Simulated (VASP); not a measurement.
Runs of VASP 6.6.1 on Te. The structure is tetragonal, space group P4/nmm (No. 129). The conventional cell has a = 5.850 Å, b = 5.850 Å, c = 4.791 Å, α = 90.00°, β = 90.00°, γ = 90.00°. Te (site symmetry -4m2) is surrounded by 4 Te at 3.04 Å. Te (site symmetry 4mm) is surrounded by 4 Te at 3.04 Å. The cell was built by a generator and needn't be a form met in nature.

```csv
level,gap on the mesh (eV),pressure (GPa),relaxed volume (Å³/atom)
PBE+D3,0.14,0.0,(a)
PBE+MBD-FI,0.09,0.0,36.60
PBE+TS-HI,0.18,0.0,36.98
PBE+MBD,0.11,0.0,37.04
PBE,(b),0.0,41.86
```

Alike in all rows: task relaxation of cell and atoms; potentials or basis VASP PAW PBE potentials, release 64 (Te); no spin polarisation; cell relaxed; k mesh 4 × 4 × 5; cutoff (eV) 600; smearing fermi-dirac 0.05 eV.

Task: Estimate the missing entries.

Result: (a) 36.61; (b) 0.20.

Caveats: spin-orbit coupling is left out, which moves the levels of the heavy elements; an odd mesh through Γ misses points on the zone boundary, where band edges often lie; this functional lacks dispersion, which binds the layers, so the pressure and a relaxed spacing across them are unreliable (some runs).

A k mesh can miss the band edges, and the runs leave out spin-orbit coupling on Te.

Not every run made on this cell is shown here.
